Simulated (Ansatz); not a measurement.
# HfH2: a single-point run

Aim: a sound single-point run of HfH2. The structure is shown as the input types it.

Program: Ansatz 0.2.0. Level of theory: DFT, LDA, all-electron LAPW, scalar-relativistic. These are calculated values, not measurements.

3 further runs of the same task are left out: 2 that didn't finish, 1 set aside as unsound or not needed.

### 1 The structure to begin with

Symmetry: I4/mmm, No. 139, tetragonal system. Conventional cell: a = 3.461 Å, b = 3.461 Å, c = 4.290 Å, α = 90.00°, β = 90.00°, γ = 90.00°. Hf (site symmetry 4/mmm) is surrounded by 8 H at 2.04 Å. H (site symmetry -4m2) is surrounded by 4 Hf at 2.04 Å.

As a file:

```
Hf H
1.0
    -1.73071    1.73071    2.14480
     1.73071   -1.73071    2.14480
     1.73071    1.73071   -2.14480
Hf H
1 2
Direct
  0.00000 0.00000 0.00000
  0.25000 0.75000 0.50000
  0.75000 0.25000 0.50000
```

### 2 Input and run

File input.yaml:

```yaml
crystal:
  lattice:
    - [-1.7307056792, 1.7307056792, 2.1447997069]
    - [1.7307056792, -1.7307056792, 2.1447997069]
    - [1.7307056792, 1.7307056792, -2.1447997069]
  atoms:
    - { symbol: Hf, position: [0.0, 0.0, 0.0] }
    - { symbol: H, position: [0.25, 0.75, 0.5] }
    - { symbol: H, position: [0.75, 0.25, 0.5] }
kpoints:
  mp_grid: { grid: [11, 11, 11] }
scf:
  occupations: { method: fixed }
  max_iter: 50
hamiltonian:
  xc: lda
  pseudopotentials: { kind: all_electron, lapw: { basis_error: 0.001 } }
output:
  forces: true
  stress: true
  eigenvalues: true
  populations: true
```

Launch:

```sh
$ ansatz run input.yaml --threads 1 --pin off --max-ram 3072MiB --backend cpu --events-out ev --progress --plain --runs-dir out
```

**Question.** How will this run end, and is anything wrong with its input?

This run ends as converged, with warnings (band overlap at count, metallic iterate, unresolved pair at count). Its log warns: «a fill by count may have filled part of one level: at k-index 40 the highest filled band, 18.366579 eV, and the lowest empty band, 18.366579 eV ...»

Look at the input: scf.occupations.method is fixed; scf.occupations.width is missing. The risk: fixed occupations where they can't hold. It still converged here, which does not make the setting sound.

Run again and compare: set scf.occupations.method to fermi_dirac and scf.occupations.width to 0.05.
